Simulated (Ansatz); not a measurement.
BN:

```xyz
2
Lattice="1.2511 0.7223 3.3729 -1.2511 0.7223 3.3729 0.0000 -1.4447 3.3729" Properties=species:S:1:pos:R:3 pbc="T T T"
N     0.0000    0.0000    6.7517
B     0.0000    0.0000    0.0033
```

The cell is a database's computed one.

Program: Ansatz 0.2.0. Alike in all runs: potentials or basis Ansatz PAW; no spin polarisation; cell as given; k mesh 12 × 12 × 12.

Q: Order these runs on this cell by their band gap on the k mesh, lowest first.
A. level PBE; cutoff (eV) 420; smearing gaussian 0.026 eV
B. level LDA; cutoff (eV) 420; smearing fermi-dirac 0.05 eV; points for each segment of the path 14
C. level r2SCAN; cutoff (eV) 500; smearing fermi-dirac 0.05 eV; points for each segment of the path 14

A: B (4.11 eV), A (4.29 eV), C (4.80 eV).

Caveats: the k mesh misses the band edges, so the gap on the mesh is wider than the one along the path (some runs).
